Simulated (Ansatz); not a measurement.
## Magnetic states of cobalt, bcc

All numbers below come from DFT, r2SCAN, plane waves (500 eV) with PAW, scalar-relativistic (Ansatz). The PAW files were generated under PBE, with cores re-solved for the functional.

Each start was relaxed and then solved on a dense mesh, with Fermi-Dirac smearing of 0.05 eV (0.1 eV in a metal without spin) extrapolated to zero. Rows within 2 meV/atom of each other tie.

Question: Where does each start end, and how do the energies compare? Starts: ferromagnetic; non-magnetic.

Answer: 
| start | ends | ΔE (meV/atom) | V (Å³/atom) |
| --- | --- | --- | --- |
| ferromagnetic | ferromagnetic, net 1.93 μB per atom | 0.0 | 10.96 |
| non-magnetic | spin not included | 774.4 | 10.18 |
